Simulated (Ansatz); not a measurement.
## Carrier properties of BaSnO3 under load (space group P4/mmm)

Consider the following.

```
BaSnO3
1.0
    4.11799     0.00000     0.00000
    0.00000     4.11799     0.00000
    0.00000     0.00000     4.13895
Ba Sn O
1 1 3
Direct
  0.50000   0.50000   0.50000
  0.00000   0.00000   0.00000
  0.00000   0.50000   0.00000
  0.50000   0.00000   0.00000
  0.00000   0.00000   0.50000
```

Computed with PBEsol with spin-orbit coupling, rigid bands (plane waves, PAW; Ansatz, a quantum-chemistry and plane-wave program). Condition of this run: uniaxial stress zz = -1 GPa (compression positive) (the target of the relaxation). How the cell was made: cell and atoms relaxed with PBEsol, then loaded as said.

- band gap = 0.83 eV
- electron conductivity mass (300 K, dilute) = 0.168 mₑ
- hole conductivity mass (300 K, dilute) = 1.84 (x), 1.84 (y), 2.1 (z) mₑ
- effective density of states N_c (300 K) = 1.7e18 cm⁻³
- effective density of states N_v (300 K) = 3.0e20 cm⁻³
- density-of-states mass, electrons = 0.168 mₑ
- density-of-states mass, holes = 5.3 mₑ
- Seebeck coefficient, n-type 1e19 cm⁻³, 300 K = -99 μV/K
- best n-type power factor at 300 K for τ = 10 fs (best axis; densities from 1e16 to 1e21 cm⁻³ tried, whether or not they can be reached) = 1.56 μW/(cm·K²) at 1e19 cm⁻³
- Seebeck coefficient, p-type 1e19 cm⁻³, 300 K = 532 μV/K

Rigid bands; masses and Seebeck coefficients take one relaxation time τ for all states and one kind of carrier; polarons and phonon drag are left out.
